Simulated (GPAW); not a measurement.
# Calculated records

**A GW chain in GPAW: RbBr (Fm-3m)**

The structure is cubic, space group Fm-3m (No. 225). The conventional cell has a = 6.854 Å, b = 6.854 Å, c = 6.854 Å, α = 90.00°, β = 90.00°, γ = 90.00°. Nearest to Rb lie 6 Br at 3.43 Å. Nearest to Br lie 6 Rb at 3.43 Å. Farther neighbours, and contacts between anions beyond the nearest, are not listed.

```
Rb Br
1.0
     0.00000    3.42700    3.42700
     3.42700    0.00000    3.42700
     3.42700    3.42700    0.00000
Rb Br
1 1
Direct
  0.00000 0.00000 0.00000
  0.50000 0.50000 0.50000
```

- method: DFT, PBE, plane waves, PAW (and 1 further level or step)
- program: GPAW 26.7.0
- settings: cutoff 450 eV, GPAW PAW setups 1.2.1 data release, 4×4×4 k-mesh, nbands 140
- cost: 3 runs, 43 s in all on 4 MPI ranks of Intel Xeon Platinum 8488C (Sapphire Rapids), shared host
- notes: The database entry behind the starting cell differs from other determinations of this structure. The cell and positions come from the Crystallography Open Database and are kept as given unless a step says otherwise. Limits: no spin-orbit coupling.
- PBE gap: 4.37 eV, direct
- G0W0 gap on the mesh: 6.67 eV
- GW settings: 4×4×4 mesh, 130 bands, screening to 80 eV, Godby-Needs plasmon pole
- known limits: short of the basis limit; no spin-orbit coupling

G0W0 moves the gap on the mesh from 4.37 eV to 6.67 eV (+2.30 eV), with Z of 0.82 and 0.88 at the edges. The dearest step here is «screening and self-energy».

[Long decimals in the printed logs are rounded to 6 places.]

[Logs are printed without paths, hosts, clocks, repeated set-up lines and the standing remarks that a program may print on its own settings, such as how far it seeks lower states.]

[Paths, hosts, dates, memory and timing lines, banners, echoed tables and standing remarks are left out of the program output; an Ansatz launch command may be rebuilt from the run's recorded settings. Measured values are a selection of at most five: reports struck by readers or far from the other reports are left out. None is set beside runs whose start may be inverted or whose files or cutoffs have a known fault.]

[Runs of the session that timed out or met a known fault of the program may be left out.]

[Hosts, paths, dates, database ids (printed as entryN), source tags and the programs' standing remarks are cut or masked in the printed files.]

[Where the starting crystal was built by hand or by swapping elements, it need not be the compound's stable phase.]
